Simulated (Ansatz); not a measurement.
The cell is COD entry 9012564, as deposited and not checked against the literature; nothing was relaxed.

TiC: DFT, PBE, all-electron LAPW, scalar-relativistic (Ansatz 0.2.0). What sets it apart from a plain run of this crystal: plane-wave cutoff typed as 90 eV.

Command: `ansatz run input.yaml --threads 1 --pin off --max-ram 2048MiB --backend cpu --events-out ev --progress --plain --runs-dir out` The run took about 4.1 s on 1 thread of a shared machine.

```yaml
crystal:
  lattice:
    - [0.0, 2.164, 2.164]
    - [2.164, 0.0, 2.164]
    - [2.164, 2.164, 0.0]
  atoms:
    - { symbol: Ti, position: [0.0, 0.0, 0.0] }
    - { symbol: C, position: [0.5, 0.5, 0.5] }
kpoints:
  mp_grid: { grid: [16, 16, 16] }
scf:
  occupations: { method: fermi_dirac, width: 0.03 }
hamiltonian:
  xc: pbe
  pseudopotentials: { kind: all_electron, lapw: { basis_error: 0.001 } }
output:
  forces: true
  stress: true
  eigenvalues: true
basis:
  ecutwfc: 90
```

Output (standing set-up lines are left out):

```
LAPW: plane waves up to 4.860 Å⁻¹, error target 1.0e-3 eV per atom; small_component_spin mean_spin; the cutoff is typed (target and bands ask for 313.1 eV, largest radius times wave number 6.0, largest estimated error of a free atom 1.4e0 eV); C in spheres of 0.939 Å, 6 of its electrons in bands, Dirac shells []; Ti in spheres of 1.225 Å, 18 of its electrons in bands, Dirac shells []
Basis set: ecut = 90 eV, 51 PW (Γ), exchange–correlation at level 2
iter 1 solved again at ethr=2.41e-2 eV; its pass at ethr=1.00e-1 eV (dr2=5.79e0 eV) is discarded
SCF iter   1: F=—  HF=-24273.067197 eV  |F-HF|=—  |Δ(HF+E_count)|=         —  Δρ=1.50e-1  dr2=5.79e0  ethr=2.41e-2  ⟨swp⟩=2.0  Hψ=13915  notcnv=0
preconditioner: auto → none  [insulator: Δε(μ)=0.115 eV  Ē_g=20.696 eV  σ=0.030 eV  W_gap=0.63  n_scr=8 (ndim 8)  ℏωp=30.9 eV  f_vac=0.000  D(μ)=0.13/eV (n_scr^D=0)  ε∞_Penn≈3.2]
SCF iter   2: F=—  HF=-24273.854793 eV  |F-HF|=—  |Δ(HF+E_count)|=   7.88e-1  Δρ=1.65e-1  dr2=6.78e0  ethr=2.41e-2  ⟨swp⟩=3.0  Hψ=7398  notcnv=0
iter 3 solved again at ethr=2.97e-4 eV; its pass at ethr=2.41e-2 eV (dr2=7.12e-2 eV) is discarded
SCF iter   3: F=—  HF=-24270.943178 eV  |F-HF|=—  |Δ(HF+E_count)|=    2.91e0  Δρ=2.22e-2  dr2=7.18e-2  ethr=2.97e-4  ⟨swp⟩=2.0  Hψ=11748  notcnv=0
SCF iter   4: F=—  HF=-24270.906298 eV  |F-HF|=—  |Δ(HF+E_count)|=         —  Δρ=1.03e-2  dr2=1.03e-2  ethr=2.97e-4  ⟨swp⟩=3.0  Hψ=7203  notcnv=0
the basis was enlarged: its passes take 307.4 KiB over the memory plan, 1 of 1 planned eigensolver slots
SCF iter   5: F=—  HF=-24270.912210 eV  |F-HF|=—  |Δ(HF+E_count)|=   5.91e-3  Δρ=2.96e-3  dr2=2.05e-3  ethr=4.31e-5  ⟨swp⟩=2.1  Hψ=7127  notcnv=0
SCF iter   6: F=—  HF=-24270.910784 eV  |F-HF|=—  |Δ(HF+E_count)|=   1.43e-3  Δρ=1.48e-3  dr2=4.76e-4  ethr=8.54e-6  ⟨swp⟩=2.0  Hψ=6473  notcnv=0
SCF iter   7: F=—  HF=-24270.910225 eV  |F-HF|=—  |Δ(HF+E_count)|=   5.59e-4  Δρ=6.24e-4  dr2=8.05e-5  ethr=1.98e-6  ⟨swp⟩=2.0  Hψ=6538  notcnv=0
SCF iter   8: F=—  HF=-24270.910096 eV  |F-HF|=—  |Δ(HF+E_count)|=   1.28e-4  Δρ=8.06e-5  dr2=1.29e-6  ethr=3.35e-7  ⟨swp⟩=2.2  Hψ=6673  notcnv=0
SCF iter   9: F=-24270.910089 eV  HF=-24270.910089 eV  |F-HF|=3.12e-8  |Δ(HF+E_count)|=   6.94e-6  Δρ=5.52e-6  dr2=5.58e-9  ethr=5.36e-9  ⟨swp⟩=3.0  Hψ=6887  notcnv=0
SCF 1 converged in 9 iterations: F = -24270.910089 eV  dr2 = 5.58e-9
the basis misses lapw.basis_error, or isn't shown to meet it; the report's basis errors tell why
SCF converged after 9 iterations
Free energy (F): -24270.910089 eV
Harris-Foulkes:  -24270.910089 eV  (|F-HF|=3.12e-8)
Internal energy: -24270.908841 eV  (E = F + TS)
E sigma→0 (E₀):  -24270.909465 eV
Entropy (-TS):   -0.001249 eV (-0.624 meV/atom)
Fermi energy:    15.225263 eV
--- Per-component energies (eV) ---
  E_band       = -3140.736492
  E_kinetic    = 24493.690150
  E_xc         = -1295.666181
  E_electrostatic = -47468.932810  (all electrons and nuclei)
  E_smearing   = -0.001249  (= −TS)
  E_closure    = 0.000000  (closes the sum)
  E_atoms      = -24254.253874  (free atoms, spherical and without spin; not in F)
  Σ components = -24270.910089   (vs F -24270.910089, Δ=0.00e0)
  Basis errors (estimates in eV, not in F): energy 4.7e-1 per atom: plane waves 4.7e-1 (4.0e-1 summed), levels above the bands 1.6e-28, relativity 5.3e-9, radial functions 4.1e-5, core shells 2.2e-7; eigenvalues (radial functions only) 3.1e-6; not estimated: angular momenta, meshes, grids; target (lapw.basis_error) 1.0e-3, missed at the typed basis.ecutwfc; muffin-tin radii C 0.939 Å, Ti 1.225 Å
--- Forces (eV/Å), atoms counted from 1 ---
  atom   1  Ti    -0.00000000     0.00000000    -0.00000000
  atom   2  C      0.00000000    -0.00000000    -0.00000000
  max |Σ_I F_I| component: 7.36e-30 eV/Å
--- Stress (GPa, compression-positive) ---
        6.135088       0.000000       0.000000
        0.000000       6.135088       0.000000
        0.000000       0.000000       6.135088
  P = ⅓ Tr σ = 6.1351 GPa (61.351 kbar)
--- Band table (eV; the first three rows and the last of 145) ---
  k-point 0: bands = ["-423.0185", "-423.0185", "-423.0185", "-249.7046", "-41.4350", "-17.4355", "-17.4355", "-17.4355", "2.7265", "15.9769", "15.9769", "15.9769", "16.8757", "16.8757", "16.8757", "16.9115"]
  k-point 1: bands = ["-423.0185", "-423.0185", "-423.0185", "-249.7044", "-41.4307", "-17.4442", "-17.4227", "-17.4227", "2.8237", "15.5219", "15.7623", "15.7623", "16.4308", "16.4308", "17.2939", "17.9759"]
  k-point 2: bands = ["-423.0185", "-423.0185", "-423.0185", "-249.7044", "-41.4228", "-17.5151", "-17.4258", "-17.4258", "3.0854", "14.5986", "15.0388", "15.0388", "16.5011", "16.5011", "17.5865", "19.0537"]
  k-point 144: bands = ["-423.0185", "-423.0185", "-423.0185", "-249.7044", "-41.3335", "-17.7287", "-17.7287", "-17.5991", "5.6179", "12.1472", "12.1472", "12.5719", "18.1512", "18.1512", "18.9058", "20.4111"]
```
